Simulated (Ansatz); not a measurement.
# SnGe31: the cost of one run

Program: Ansatz 0.2.0. Level of theory: DFT PBEsol, scalar-relativistic, plane waves, PAW, and further levels as typed in the inputs. These are calculated values, not measurements.

### Step 1. The starting structure

It takes space group I-43m (No. 217, cubic). The conventional cell has a = 11.368 Å, b = 11.368 Å, c = 11.368 Å, α = 90.00°, β = 90.00°, γ = 90.00°. Sn (site symmetry -43m) has 4 Ge at 2.46 Å as nearest neighbours. Around Ge (site symmetry 3m) lie 3 Ge at 2.46 Å and 1 Sn at 2.46 Å. Ge (site symmetry m) is surrounded by 4 Ge at 2.46 Å. Around Ge (site symmetry -42m) lie 4 Ge at 2.46 Å.

Structure file:

```
CELL_PARAMETERS angstrom
-5.68397 5.68397 5.68397
5.68397 -5.68397 5.68397
5.68397 5.68397 -5.68397
ATOMIC_POSITIONS crystal
Sn 0.00000 0.00000 0.00000
Ge 0.00000 0.00000 0.75000
Ge 0.00000 0.25000 0.50000
Ge 0.00000 0.25000 0.75000
Ge 0.00000 0.50000 0.25000
Ge 0.00000 0.50000 0.50000
Ge 0.00000 0.75000 0.00000
Ge 0.00000 0.75000 0.25000
Ge 0.25000 0.00000 0.50000
Ge 0.25000 0.00000 0.75000
Ge 0.25000 0.25000 0.25000
Ge 0.25000 0.25000 0.50000
Ge 0.25000 0.50000 0.00000
Ge 0.25000 0.50000 0.25000
Ge 0.25000 0.75000 0.00000
Ge 0.25000 0.75000 0.75000
Ge 0.50000 0.00000 0.25000
Ge 0.50000 0.00000 0.50000
Ge 0.50000 0.25000 0.00000
Ge 0.50000 0.25000 0.25000
Ge 0.50000 0.50000 0.00000
Ge 0.50000 0.50000 0.75000
Ge 0.50000 0.75000 0.50000
Ge 0.50000 0.75000 0.75000
Ge 0.75000 0.00000 0.00000
Ge 0.75000 0.00000 0.25000
Ge 0.75000 0.25000 0.00000
Ge 0.75000 0.25000 0.75000
Ge 0.75000 0.50000 0.50000
Ge 0.75000 0.50000 0.75000
Ge 0.75000 0.75000 0.25000
Ge 0.75000 0.75000 0.50000
```

### Step 2. Relaxing the atoms: SnGe31 defect cell, no spin

input.yaml

```yaml
crystal:
  lattice:
    - [-5.683969, 5.683969, 5.683969]
    - [5.683969, -5.683969, 5.683969]
    - [5.683969, 5.683969, -5.683969]
  atoms:
    - { symbol: Sn, position: [0.0, 0.0, 0.0] }
    - { symbol: Ge, position: [0.0, 0.0, 0.75] }
    - { symbol: Ge, position: [0.0, 0.25, 0.5] }
    - { symbol: Ge, position: [0.0, 0.25, 0.75] }
    - { symbol: Ge, position: [0.0, 0.5, 0.25] }
    - { symbol: Ge, position: [0.0, 0.5, 0.5] }
    - { symbol: Ge, position: [0.0, 0.75, 0.0] }
    - { symbol: Ge, position: [0.0, 0.75, 0.25] }
    - { symbol: Ge, position: [0.25, 0.0, 0.5] }
    - { symbol: Ge, position: [0.25, 0.0, 0.75] }
    - { symbol: Ge, position: [0.25, 0.25, 0.25] }
    - { symbol: Ge, position: [0.25, 0.25, 0.5] }
    - { symbol: Ge, position: [0.25, 0.5, 0.0] }
    - { symbol: Ge, position: [0.25, 0.5, 0.25] }
    - { symbol: Ge, position: [0.25, 0.75, 0.0] }
    - { symbol: Ge, position: [0.25, 0.75, 0.75] }
    - { symbol: Ge, position: [0.5, 0.0, 0.25] }
    - { symbol: Ge, position: [0.5, 0.0, 0.5] }
    - { symbol: Ge, position: [0.5, 0.25, 0.0] }
    - { symbol: Ge, position: [0.5, 0.25, 0.25] }
    - { symbol: Ge, position: [0.5, 0.5, 0.0] }
    - { symbol: Ge, position: [0.5, 0.5, 0.75] }
    - { symbol: Ge, position: [0.5, 0.75, 0.5] }
    - { symbol: Ge, position: [0.5, 0.75, 0.75] }
    - { symbol: Ge, position: [0.75, 0.0, 0.0] }
    - { symbol: Ge, position: [0.75, 0.0, 0.25] }
    - { symbol: Ge, position: [0.75, 0.25, 0.0] }
    - { symbol: Ge, position: [0.75, 0.25, 0.75] }
    - { symbol: Ge, position: [0.75, 0.5, 0.5] }
    - { symbol: Ge, position: [0.75, 0.5, 0.75] }
    - { symbol: Ge, position: [0.75, 0.75, 0.25] }
    - { symbol: Ge, position: [0.75, 0.75, 0.5] }
scf:
  occupations: { method: gaussian, width: 0.03 }
output:
  forces: true
  stress: false
hamiltonian:
  xc: pbesol
kpoints:
  mp_grid: { grid: [4, 4, 4] }
relax:
  f_tol: 0.005
```

Launch:

```bash
> ansatz run input.yaml --threads 8 --pin off --max-ram 16384MiB --backend cpu --events-out ev --progress --plain --runs-dir out
```

**Question.** How long does this run take on 8 threads of Intel Xeon Platinum 8259CL at 2.50GHz (Skylake/Cascade Lake), shared host, and how much memory does it need?

About 83 s, with a peak of 5.8 GiB.
